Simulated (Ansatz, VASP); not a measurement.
## One calculation of NaHF2, two programs

```
Na H F
1.0
     1.67305    0.96593    4.52158
    -1.67305    0.96593    4.52158
     0.00000   -1.93187    4.52158
Na H F
1 1 2
Cartesian
  0.0000 0.0000 0.0000
  0.0000 0.0000 6.7824
  0.0000 0.0000 5.6457
  0.0000 0.0000 7.9191
```

Alike in both runs: task single point; functional LDA; k mesh 9 × 9 × 9; occupations gaussian, width 0.05 eV; no spin polarisation.

```csv
,VASP,Ansatz
version,VASP 6.6.1,Ansatz 0.2.0
potentials or method,"VASP PAW LDA potentials, release 64 (Na_pv, H, F)","scalar-relativistic, plane waves, PAW"
plane-wave cutoff (eV),520,420
valence electrons in the cell,22,24
```

```tsv
	VASP	Ansatz	Ansatz less VASP
gap on the k mesh at the Fermi level (eV)	6.87	6.90	+0.032
least direct gap on the mesh (eV)	7.07	7.09	+0.023
pressure (GPa)	0.1	0.0	-0.09
largest component of the traceless stress (GPa)	0.65	0.02	-0.637
rms of the force components (eV/Å)	0.039	0.000	-0.0384
```

Atom by atom the forces differ by 0.039 eV/Å (rms over components). The two sets of potentials don't hold the same shells in valence.

Caveats: an odd mesh through Γ misses points on the zone boundary, where band edges often lie. A hybrid or GW would open this gap; LDA tends to underestimate it.
